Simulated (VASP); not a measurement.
Crystal: TiPbO3.

```xyz
5
Lattice="3.8769 0.0000 0.0000 0.0000 3.8769 0.0000 0.0000 0.0000 4.1766" Properties=species:S:1:pos:R:3 pbc="T T T"
Ti    1.9384    1.9384    2.2407
Pb    0.0000    3.8769    4.1729
O     1.9384    1.9384    0.4639
O     1.9384    0.0000    2.5780
O     0.0000    1.9384    2.5780
```

Base run:

```yaml
Program: VASP 6.6.1
Functional: TB-mBJ
Potentials_or_basis: VASP PAW PBE potentials, release 64 (Ti_sv, Pb_d, O)
Cutoff: 520 eV
k_mesh: 8 × 8 × 8
Occupations: gaussian, width 0.03 eV
Spin: no spin polarisation
```

Its results: band gap on the k mesh 2.23 eV, indirect (least direct gap 2.75 eV).

Question: The run is repeated on the same cell with these changes: functional from TB-mBJ to r2SCAN. What comes out?

Answer: Band gap on the k mesh 2.04 eV, indirect (least direct gap 2.56 eV).

Caveats: spin-orbit coupling is left out, which as a rule narrows the gap of such compounds by several tenths of an eV.
